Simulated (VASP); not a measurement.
Write the native input for VASP 6.6.1 that does the following.

* Task: single point
* Functional: PBEsol
* Potentials or basis: VASP PAW PBE potentials, release 64 (Ga_d, N)
* Cutoff: 520 eV
* k mesh: 14 × 14 × 14
* Occupations: gaussian, width 0.5 eV
* Spin: no spin polarisation
* Further INCAR settings: ALGO = Fast; EDIFF = 1e-06

The structure of GaN lies in POSCAR:

```
GaN
1.0
    0.0000000000      2.1108000000      2.1108000000
    2.1108000000      0.0000000000      2.1108000000
    2.1108000000      2.1108000000      0.0000000000
Ga N
1 1
Direct
    0.0000000000      0.0000000000      0.0000000000
    0.5000000000      0.5000000000      0.5000000000
```

Measurements of this composition are mostly on another form, of space group No. 186.

The input as run:

INCAR

```
SYSTEM = GaN
ALGO     = Fast           ! electronic algorithm
EDIFF    = 1E-6           ! SCF threshold, eV
ENCUT    = 520            ! plane-wave cutoff, eV
GGA      = PS             ! functional
ISIF     = 2              ! what is computed and relaxed
ISMEAR   = 0              ! smearing method
LASPH    = .TRUE.         ! aspherical terms in the spheres
LCHARG   = .FALSE.        ! write CHGCAR
LREAL    = .FALSE.        ! projectors in reciprocal space
LWAVE    = .FALSE.        ! write WAVECAR
NELM     = 60             ! most SCF steps
PREC     = Accurate       ! precision mode
SIGMA    = 0.5            ! smearing width, eV
```

KPOINTS

```
k-points
0
G
  14 14 14
  0 0 0
```

Potentials or basis: VASP PAW PBE potentials, release 64 (Ga_d, N).

The run is started by

```console
$ cat potpaw_PBE.64/Ga_d/POTCAR potpaw_PBE.64/N/POTCAR > POTCAR
$ mpirun -np 1 vasp_std > vasp.out
```

It gave:

* Pressure: 0.2 GPa
* Band gap on the k mesh: 0.54 eV, indirect (least direct gap 2.80 eV)

Caveat: the PAW data sets were made with another functional, which shifts forces and pressure a little.

Run time: 12 s on 1 thread of Intel(R) Xeon(R) Platinum 8559C (Emerald Rapids), with other jobs on the host, peak memory 0.14 GiB.
